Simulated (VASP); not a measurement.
# Cs (Fm-3m) in VASP: reference runs, part 2 of 2

VASP 6.6.1.

## Step 9: Equation of state, PBE, 130.49 Å³/atom (volume scaled by 1.06)

INCAR reads:

```
PREC = Accurate
ENCUT = 520
EDIFF = 1E-7
ISMEAR = -1
SIGMA = 0.05
LREAL = False
LASPH = True
NELM = 80
ALGO = Normal
ISIF = 2
LWAVE = False
LCHARG = False
GGA = PE
NBANDS = 10
```

KPOINTS reads:

```
Automatic mesh
0
Gamma
  6 6 6
```

POSCAR reads:

```
Cs
1.0
    0.0000000000      4.0257737477      4.0257737477
    4.0257737477      0.0000000000      4.0257737477
    4.0257737477      4.0257737477      0.0000000000
Cs
1
Direct
    0.0000000000      0.0000000000      0.0000000000
```

Potentials or basis: VASP PAW PBE potentials, release 64 (Cs_sv).

On the command line:

```sh
$ cat potpaw_PBE.64/Cs_sv/POTCAR > POTCAR
$ mpirun -np 1 vasp_std > vasp.out
```

OUTCAR:

```text
PREC = Accurate
   ENCUT = 520
   EDIFF = 1E-7
   ISMEAR = -1
   LREAL = False
   LASPH = True
   NELM = 80
   ISIF = 2
   GGA = PE

 ion  position               nearest neighbor table
   1  0.000  0.000  0.000-

  LATTYP: Found a face centered cubic cell.
 ALAT       =     8.0515474954

  Lattice vectors:

 A1 = (   0.0000000000,   4.0257737477,   4.0257737477)
 A2 = (   4.0257737477,   0.0000000000,   4.0257737477)
 A3 = (   4.0257737477,   4.0257737477,   0.0000000000)

Analysis of symmetry for initial positions (statically):
=====================================================================
 Subroutine PRICEL returns:
 Original cell was already a primitive cell.

 Routine SETGRP: Setting up the symmetry group for a
 face centered cubic supercell.

 Subroutine GETGRP returns: Found 48 space group operations
 (whereof 48 operations were pure point group operations)
 out of a pool of 48 trial point group operations.

The static configuration has the point symmetry O_h .

[... 152 lines left out ...]
 cond. band min:       0.1609212887   @ k =   0.5000   0.0000   0.0000
 fundamental gap:      0.0768107548
 Fermi energy:         0.1316244558

 k-point     1 :       0.0000    0.0000    0.0000
  band No.  band energies     occupation
      1     -23.7721      2.00000
      2     -10.5313      2.00000
      3     -10.5313      2.00000
      4     -10.5313      2.00000
      5      -1.3938      2.00000
      6       2.5325      0.00000
      7       2.5325      0.00000
      8       2.5325      0.00000
      9       3.4998      0.00000
     10       3.4998      0.00000
[... 183 lines left out ...]
 k-point    16 :      -0.3333    0.5000    0.1667
  band No.  band energies     occupation
      1     -23.7678      2.00000
      2     -10.6006      2.00000
      3     -10.5758      2.00000
      4     -10.5638      2.00000
      5       0.7958      0.00000
      6       1.2770      0.00000
      7       1.3535      0.00000
      8       2.3664      0.00000
      9       4.0608      0.00000
     10       4.1297      0.00000

------------------------ aborting loop because EDIFF is reached ----------------------------------------

  FORCE on cell =-STRESS in cart. coord.  units (eV):
  Direction    XX          YY          ZZ          XY          YZ          ZX
  --------------------------------------------------------------------------------------
  -------------------------------------------------------------------------------------
  Total       -0.1319295     -0.1319295     -0.1319295     -0.0000000     -0.0000000     -0.0000000
  in kB       -1.6198489     -1.6198489     -1.6198489     -0.0000000     -0.0000000     -0.0000000
  external PRESSURE =      -1.6198489 kB  Pullay stress =       0.0000000 kB

 VOLUME and BASIS-vectors are now :
 -----------------------------------------------------------------------------
  energy-cutoff  :      520.00
  volume of cell :      130.49
      direct lattice vectors                 reciprocal lattice vectors
     0.000000000  4.025773748  4.025773748    -0.124199727  0.124199727  0.124199727
     4.025773748  0.000000000  4.025773748     0.124199727 -0.124199727  0.124199727
     4.025773748  4.025773748  0.000000000     0.124199727  0.124199727 -0.124199727

 POSITION                                       TOTAL-FORCE (eV/Angst)
 -----------------------------------------------------------------------------------
      0.00000      0.00000      0.00000         0.000000      0.000000      0.000000
 -----------------------------------------------------------------------------------
    total drift:                               -0.000000     -0.000000     -0.000000

  FREE ENERGIE OF THE ION-ELECTRON SYSTEM (eV)
  ---------------------------------------------------
  free  energy   TOTEN  =        -0.8407564833 eV

  energy  without entropy=       -0.8269878725  energy(sigma->0) =       -0.83387218
```

OSZICAR:

```text
N       E                     dE             d eps       ncg     rms          rms(c)
DAV:   1     0.552196044088E+02    0.55220E+02   -0.27676E+03   320   0.604E+02
DAV:   2     0.410578743021E+01   -0.51114E+02   -0.49990E+02   460   0.106E+02
DAV:   3    -0.768515642926E+00   -0.48743E+01   -0.48674E+01   366   0.400E+01
DAV:   4    -0.837848950541E+00   -0.69333E-01   -0.69318E-01   406   0.552E+00
DAV:   5    -0.838245833054E+00   -0.39688E-03   -0.39688E-03   452   0.413E-01    0.128E-01
DAV:   6    -0.839333530346E+00   -0.10877E-02   -0.11354E-03   414   0.164E-01    0.915E-02
DAV:   7    -0.840699271692E+00   -0.13657E-02   -0.37159E-03   352   0.307E-01    0.319E-02
DAV:   8    -0.840754324681E+00   -0.55053E-04   -0.10770E-04   368   0.639E-02    0.475E-03
DAV:   9    -0.840756682904E+00   -0.23582E-05   -0.50085E-06   462   0.113E-02    0.340E-03
DAV:  10    -0.840756153596E+00    0.52931E-06   -0.15363E-06   374   0.509E-03    0.920E-04
DAV:  11    -0.840756344322E+00   -0.19073E-06   -0.99055E-08   372   0.183E-03    0.443E-04
DAV:  12    -0.840756491678E+00   -0.14736E-06   -0.20232E-08   216   0.674E-04    0.619E-05
DAV:  13    -0.840756483325E+00    0.83523E-08   -0.18022E-09   220   0.241E-04
   1 F= -.84075648E+00 E0= -.83387218E+00  d E =-.137686E-01
```

stdout:

```text
POSCAR found type information on POSCAR Cs
 POSCAR found :  1 types and       1 ions
 scaLAPACK will be used
 LDA part: xc-table for (Slater+PW92), standard interpolation
 POSCAR, INCAR and KPOINTS ok, starting setup
 FFT: planning ... GRIDC
 FFT: planning ... GRID_SOFT
 FFT: planning ... GRID
 WAVECAR not read
 entering main loop
```

Wall time 20 s (1 thread of Intel Xeon 6975P-C (Granite Rapids), shared host); peak memory 0.23 GiB.

Results:

| Property | Result |
| --- | --- |
| Free energy | -0.8408 eV |
| Pressure | -0.2 GPa |
| Band gap on the k mesh | none (metal or under the smearing width) |

## Step 10: Equation of state, PBE

This step only gathers the single runs of the series.

What came out:

```yaml
Equilibrium_volume: 118.73 Å³/atom
Bulk_modulus: 1.9 GPa
Pressure_derivative_of_the_bulk_modulus: 3.4
```

Energy against volume, from the lowest point:
| volume (Å³/atom) | energy (meV/atom) |
| --- | --- |
| 115.718 | 0.46 |
| 118.180 | 0.00 |
| 120.642 | 0.17 |
| 123.104 | 0.91 |
| 125.566 | 2.18 |
| 128.028 | 3.93 |
| 130.490 | 6.12 |

## Step 11: The runs side by side

| task | cell | gap on the mesh (eV) | pressure (GPa) |
| --- | --- | --- | --- |
| single point | as given | none | -0.1 |
| single point | cell strained at random at fixed volume | none | -0.1 |
| equation of state | as given | - | - |

Alike in all rows: level PBE; potentials or basis VASP PAW PBE potentials, release 64 (Cs_sv); no spin polarisation; k mesh 6 × 6 × 6; cutoff (eV) 520; smearing fermi-dirac 0.05 eV.

Total energies depend on the potentials used, so only differences within one code and one set of settings carry meaning.
